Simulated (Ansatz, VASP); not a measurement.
**W: VASP beside Ansatz**

```xyz
1
Lattice="-1.5334 1.5334 1.5973 1.5334 -1.5334 1.5973 1.5334 1.5334 -1.5973" Properties=species:S:1:pos:R:3 pbc="T T T"
W     0.0000    0.0000    0.0000
```

Change from the starting cell: strain -0.040 along x and y, +0.000 along z, atoms carried along.

Alike in both runs: task single point; functional r2SCAN; k mesh 14 × 14 × 14; occupations gaussian, width 0.15 eV; no spin polarisation.

|  | VASP | Ansatz |
| --- | --- | --- |
| version | VASP 6.6.1 | Ansatz 0.2.0 |
| potentials or method | VASP PAW PBE potentials, release 64 (W_sv) | scalar-relativistic, plane waves, PAW |
| plane-wave cutoff (eV) | 520 | 500 |
| valence electrons in the cell | 14 | 14 |

Ansatz gave:

- gap on the k mesh at the Fermi level (eV): none
- pressure (GPa): 21.0
- largest component of the traceless stress (GPa): 9.11

Problem. What did VASP give for the same quantities?

Solution. gap on the k mesh at the Fermi level (eV): none; pressure (GPa): 22.6; largest component of the traceless stress (GPa): 9.08.

A gap of «none» marks a metal or a gap that the smearing closes.

Caveats: so large a pressure means that the cell lies far from this level's equilibrium, or that cutoff or potentials fall short (VASP); the potentials were made for another functional, which shifts forces and pressure (VASP). Spin-orbit coupling is left out, which matters for the levels of W.
